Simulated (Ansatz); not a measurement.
Structure: MgTe in the wurtzite structure, at its r2SCAN minimum. The symmetry is P6_3mc (No. 186, hexagonal); conventional cell a = 4.578 Å, c = 7.455 Å, 33.82 Å³ an atom. Mg has 4 Te at 2.80 Å; Te has 4 Mg at 2.80 Å.

```yaml
crystal:
  lattice:
    - [4.57764, 0.00000, 0.00000]
    - [-2.28882, 3.96435, 0.00000]
    - [0.00000, 0.00000, 7.45509]
  atoms:
    - { symbol: Mg, position: [0.33333, 0.66667, 0.99939] }
    - { symbol: Mg, position: [0.66667, 0.33333, 0.49939] }
    - { symbol: Te, position: [0.33333, 0.66667, 0.37561] }
    - { symbol: Te, position: [0.66667, 0.33333, 0.87561] }
```

4 runs of Ansatz 0.2.0 on this cell differ in the functional (and in the settings that go with it). Levels are in eV from each run's valence top; v1 is the last filled band, c1 the first empty one.

Run A, mean stress -0.1 GPa (compression positive):
```tsv
point	v2	v1	c1	c2
Γ	0.00	0.00	3.96	4.48
M	-1.07	-0.49	4.62	5.39
K	-1.54	-1.50	4.96	7.42
```

Run B, mean stress -0.1 GPa (compression positive):
```tsv
point	v2	v1	c1	c2
Γ	0.00	0.00	3.32	3.81
M	-1.05	-0.48	3.95	4.72
K	-1.50	-1.46	4.29	6.69
```

Run C, mean stress 0.0 GPa (compression positive):
```tsv
point	v2	v1	c1	c2
Γ	0.00	0.00	3.16	3.60
M	-0.99	-0.44	3.65	4.42
K	-1.40	-1.37	3.91	6.34
```

Run D, mean stress +0.7 GPa (compression positive):
```tsv
point	v2	v1	c1	c2
Γ	0.00	0.00	2.46	2.99
M	-0.98	-0.44	3.19	3.88
K	-1.39	-1.35	3.56	5.69
```

Question: Match the runs to PBE, r2SCAN, HSE06, PBE0.

Answer: A is PBE0, B is HSE06, C is r2SCAN, D is PBE. In order of the gap: PBE 2.46, r2SCAN 3.16, HSE06 3.32, PBE0 3.96 eV.

(Simulation; spin polarisation is off.)

Spin-orbit coupling is left out, which matters wherever the heavy atoms make up the band edges.

The stress of a hybrid is loosely converged in these runs.

The meshes of the hybrids are coarse, so their gaps aren't converged to the digits shown.
